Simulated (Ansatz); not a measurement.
Ga, DFT, PBEsol, all-electron LAPW, scalar-relativistic (Ansatz 0.2.0), run on 1 thread of Arm Neoverse V2 on a shared host.

The cell is COD entry 9012723, as deposited and not checked against the literature; nothing was relaxed. The listed cell was then made from it by scaling, straining or moving an atom.

Command: `ansatz run input.yaml --threads 1 --pin off --max-ram 3072MiB --backend cpu --events-out ev --progress --plain --runs-dir out`

```yaml
crystal:
  lattice:
    - [-1.385835, 1.408125, 2.229]
    - [1.408125, -1.385835, 2.229]
    - [1.399875, 1.399875, -2.21496]
  atoms:
    - { symbol: Ga, position: [0.0, 0.0, 0.0] }
kpoints:
  mp_grid: { grid: [16, 16, 16] }
  band_path:
    path:
      - [0.0, 0.0, 0.0]
      - [0.5, 0.5, -0.5]
      - [0.7986620821, 0.2013379179, -0.5]
      - [0.2013379179, -0.2013379179, -0.5]
      - [0.0, 0.0, -0.5]
      - [0.0, 0.0, 0.0]
      - [0.5, -0.5, 0.0]
      - [0.5, 0.0, -0.5]
      - [0.0, 0.0, 0.0]
    npoints: 5
scf:
  occupations: { method: fermi_dirac, width: 0.03 }
hamiltonian:
  xc: pbesol
  pseudopotentials: { kind: all_electron, lapw: { basis_error: 0.001 } }
output:
  forces: true
  stress: true
  eigenvalues: true
```

Question: How large is the problem that the program sets up?

Answer: 1098 irreducible k-points, 145 plane waves at Γ, 15 bands.

Question: Estimate the wall time and the peak memory.

Answer: 58 s of wall time for 7 SCF iterations, with a peak of 0.82 GiB. Times on shared machines scatter by tens of per cent.
